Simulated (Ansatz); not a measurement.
# BN (F-43m), ideal shear of a crystal plane

All numbers below come from DFT PBE, scalar-relativistic, plane waves, PAW (Ansatz 0.2.0). The runs took a 420 eV cutoff, a Γ-centred 10×10×2 mesh and Gaussian smearing (0.05 eV). No spin polarisation. Energies are free energies at this smearing, counted from the undisturbed cell; pressure is positive in compression.

Zero of the scan (as given, not relaxed at this level; it stands at -0.4 GPa):

```
B N
1.0
     1.81300   -1.81300    0.00000
     1.81300    0.00000   -1.81300
     7.25200    7.25200    7.25200
B N
6 6
Cartesian
  2.8703 -0.7557 -0.7557
  6.4963 6.4963 6.4963
  2.8703 1.0573 1.0573
  6.4963 2.8703 2.8703
  2.8703 2.8703 2.8703
  6.4963 4.6833 4.6833
  5.5898 1.9638 1.9638
  1.9638 1.9638 1.9638
  5.5898 3.7768 3.7768
  9.2158 5.5898 5.5898
  5.5898 5.5898 5.5898
  1.9638 0.1508 0.1508
```

The cut lies on the cell's a–b face, a (1 -1 1) plane (indices in the standard cell, whose axes needn't be the Cartesian ones shown) of area 5.69 Å², between layers 1.57 Å apart. Vector c is tilted by f times 1·a + 0·b (length 2.564 Å) with the atoms' Cartesian places fixed: one unrelaxed fault a cell. The traction is dγ/du, the slope of γ against the slip u in Å. Some rows repeat others by symmetry and weren't run.

| f | γ (mJ/m²) | traction (GPa) |
| --- | --- | --- |
| 0.0000 | 0 | 0.0 |
| 0.1000 | 569 | 44.0 |
| 0.2000 | 2204 | 81.5 |
| 0.3000 | 4573 | 98.1 |
| 0.4000 | 6868 | 72.1 |
| 0.5000 | 7857 | 0.0 |
| 0.6000 | 6868 | -72.1 |
| 0.7000 | 4573 | -98.1 |
| 0.8000 | 2204 | -81.5 |
| 0.9000 | 569 | -44.0 |

Q: Read off the first barrier and the stress needed to climb it, and compare with Frenkel's sinusoid.

A: The first sampled maximum lies at f = 0.500, a slip of 1.28 Å, with γ ≈ 7857 mJ/m², which stands in for the unstable fault energy γ_us, and the steepest sampled slope before it is 98.1 GPa. A sinusoid γ = γ_us sin²(πu/λ) with its maximum there has λ = 2.56 Å and a largest slope πγ_us/λ = 96.3 GPa (1 mJ/m² per Å = 0.01 GPa). The stand-in is too high: the stress and forces give a traction of 39.3 GPa across the line at this point, so it is no saddle, and slip that bends off the line crosses lower.

Q: Is there a metastable fault on this line?

A: Apart from points where γ returns to about zero, no local minimum shows among the samples, so at this sampling the line offers no fault for a dislocation to split on; a fault can still lie off the line.

The cut is rigid; relaxing the faces lowers these energies and usually the stresses.